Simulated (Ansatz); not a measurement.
SrCl₂ (3R-MoS2 type), relaxed with r2SCAN+rVV10: the symmetry is R3m (No. 160, trigonal); conventional cell a = 4.171 Å, c = 18.405 Å, 30.82 Å³ an atom. Around Sr lie 6 Cl at 2.92 Å; around Cl lie 3 Sr at 2.92 Å. One-shot G0W0@PBE in Ansatz 0.2.0 on a 4×4×4 mesh (contour deformation, no spin-orbit coupling), from a PBE gap of 4.340 eV over the mesh points (the G0W0 gap is direct on the mesh); the number N of bands summed and the screening cutoff rise together. The calculation is spin-unpolarised, and the structure need not be a phase that has been made.

```csv
N,cutoff (eV),1000/N,G0W0 gap (eV)
162,80,6.173,6.332
359,140,2.786,6.525
```

Task: Lay a straight line in 1000/N through these rows.

Result: The slope is -0.0570 eV per unit of 1000/N and the intercept 6.684 eV.

Task: Predict the gap at N = 650 (210 eV).

Result: 6.684 + (-0.0570) × 1.538 = 6.596 eV; the run gives 6.628 eV, +0.032 eV from the line.

Task: With that run's result added, what limit do the last two rows suggest?

Result: Their slope is (6.628 − 6.525)/(1.538 − 2.786) = -0.0825, which meets 1/N = 0 at 6.75 eV, against 6.684 eV from the first line. The slope steepens, so 1/N isn't yet asymptotic and the true limit probably lies higher still; the k mesh isn't extrapolated.
